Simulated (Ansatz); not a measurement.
Starting structure, OH put at a hollow C-C site (C, Fmmm (No. 69), (0 0 1) face):

```xyz
8
Lattice="2.4656 0.0000 0.0000 -1.2328 2.1342 0.0000 0.0000 0.0000 26.6643" Properties=species:S:1:pos:R:3 pbc="T T T"
C     1.2328    0.7115    8.5000
C     0.0000    1.4226    8.5000
C     0.0000    0.7115   11.8921
C     1.2328    1.4226   11.8921
C     1.2328    0.7115   15.2843
C     0.0000    1.4226   15.2843
O     1.2328    2.1342   15.6043
H     0.9041    2.3622   16.4843
```

Theory: DFT PBE+D3(BJ), scalar-relativistic, plane waves, PAW (Ansatz 0.2.0). Cutoff 420 eV; k points 12×12×1 on the computed 8-atom cell (Γ-centred); Gaussian smearing, width 0.05 eV; collinear spin from starting moments 0 0 0 0 0 0 1 0 μB. The cell repeats along c with a dipole correction in the vacuum.

Atoms 1, 2 (counted from 1) are held. The cell is fixed. Force threshold 0.03 eV/Å.

```csv
step,E − E_final (eV),largest force (eV/Å)
1,24.056,14.858
2,21.114,18.496
3,17.027,22.761
4,11.683,20.725
5,5.691,13.406
6,3.123,4.107
7,1.643,2.127
8,0.793,2.199
9,0.409,1.039
10,0.207,0.712
11,0.121,0.360
12,0.081,0.285
13,0.054,0.252
14,0.036,0.214
15,0.023,0.155
16,0.013,0.087
17,0.008,0.155
18,0.007,0.084
19,0.004,0.041
20,0.004,0.172
21,0.003,0.030
22,0.002,0.020
23,0.001,0.045
24,0.000,0.025
25,0.000,0.010
```

(1) What is the final structure?

The end is the local minimum or symmetric point that this start leads to.

Answers

(1)
```xyz
8
Lattice="2.4656 0.0000 0.0000 -1.2328 2.1342 0.0000 0.0000 0.0000 26.6643" Properties=species:S:1:pos:R:3 pbc="T T T"
C     1.2328    0.7115    8.5000
C     0.0000    1.4226    8.5000
C     0.0174    0.1209   11.8690
C     1.2501    0.8319   11.8692
C     1.2981    0.8733   15.2389
C     0.0640    1.5846   15.2391
O     1.1127    2.0218   18.1442
H     0.6912    2.7428   18.6888
```

The reference crystal is a form of C, which isn't its usual structure.

Cost: 1 run of about 14 core-minutes, on Intel Xeon 6975P-C (Granite Rapids) (shared hosts).